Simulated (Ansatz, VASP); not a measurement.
## InGa2P3: VASP beside Ansatz

```
CELL_PARAMETERS angstrom
3.99928 0.00000 0.00000
-1.99964 3.46348 0.00000
0.00000 0.00000 9.82690
ATOMIC_POSITIONS crystal
In 0.33333 0.66667 0.66519
Ga 0.00000 0.00000 0.00665
Ga 0.66667 0.33333 0.32632
P 0.00000 0.00000 0.76503
P 0.33333 0.66667 0.40344
P 0.66667 0.33333 0.08338
```

Alike in both runs: functional PBE; k mesh 6 × 6 × 2; occupations gaussian, width 0.1 eV; no spin polarisation.

Ansatz relaxed the structure, and its values are those at the end. VASP's run is a single point on that final structure, the one shown.

```csv
,VASP,Ansatz
version,VASP 6.6.1,Ansatz 0.2.0
potentials or method,"VASP PAW PBE potentials, release 64 (In_d, Ga_d, P)","scalar-relativistic, plane waves, PAW"
plane-wave cutoff (eV),520,420
valence electrons in the cell,54,54
```

Ansatz gave:

```
gap on the k mesh at the Fermi level (eV) : 0.78
least direct gap on the mesh (eV)         : 0.78
pressure (GPa)                            : 0.0
rms of the force components (eV/Å)        : 0.005
```

**Question.** What did VASP give for the same quantities?

**Answer.** gap on the k mesh at the Fermi level (eV): 0.78; least direct gap on the mesh (eV): 0.78; pressure (GPa): 0.0; rms of the force components (eV/Å): 0.006.

Caveats: spin-orbit coupling is left out, which moves the levels of the heavy elements. A k mesh can miss the band edges.
